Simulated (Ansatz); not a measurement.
# Si2W: the cost of one run

Program: Ansatz 0.2.0. Level of theory: DFT PBE, scalar-relativistic. These are calculated values, not measurements.

## (1) The starting structure

The structure is tetragonal, space group I4/mmm (No. 139). The conventional cell has a = 3.212 Å, b = 3.212 Å, c = 7.880 Å, α = 90.00°, β = 90.00°, γ = 90.00°. Si (site symmetry 4mm) has 5 Si at 2.62 to 2.63 Å and 5 W at 2.62 Å as nearest neighbours. Around W (site symmetry 4/mmm) lie 10 Si at 2.62 Å.

Coordinates:

```
CELL_PARAMETERS angstrom
-1.60600 1.60600 3.94000
1.60600 -1.60600 3.94000
1.60600 1.60600 -3.94000
ATOMIC_POSITIONS crystal
Si 0.33300 0.33300 0.00000
Si 0.66700 0.66700 0.00000
W 0.00000 0.00000 0.00000
```

Atoms are numbered in the order of the input: Si1, Si2, W3.

## (2) After the deformation

Space group I4/mmm before, C2/m after.

## (3) All-electron LAPW

input.yaml

```yaml
crystal:
  lattice:
    - [-1.63373, 1.59433, 3.94]
    - [1.59433, -1.63373, 3.94]
    - [1.61767, 1.61767, -3.95606]
  atoms:
    - { symbol: Si, position: [0.333, 0.333, 0.0] }
    - { symbol: Si, position: [0.667, 0.667, 0.0] }
    - { symbol: W, position: [0.0, 0.0, 0.0] }
kpoints:
  mp_grid: { grid: [11, 11, 14] }
  band_path:
    path:
      - [0.0, 0.0, 0.0]
      - [-0.5, -0.5, 0.5]
      - [-0.9211685978, -0.0788314022, 0.5]
      - [-0.0788314022, 0.0788314022, -0.5]
      - [0.0, 0.0, -0.5]
      - [0.0, 0.0, 0.0]
      - [-0.5, 0.5, 0.0]
      - [-0.5, 0.0, 0.0]
      - [0.0, 0.0, 0.0]
    npoints: 5
scf:
  occupations: { method: fermi_dirac, width: 0.05 }
hamiltonian:
  xc: pbe
  pseudopotentials: { kind: all_electron, lapw: { basis_error: 0.001 } }
output:
  forces: true
  stress: true
  eigenvalues: true
```

The run is started by

```
$ ansatz run input.yaml --threads 1 --pin off --max-ram 6144MiB --backend cpu --events-out ev --progress --plain --runs-dir out
```

Q: Estimate wall time and peak memory on 1 thread of Arm Neoverse V1, shared host.

About 3.2 min, with a peak of 1.6 GiB.
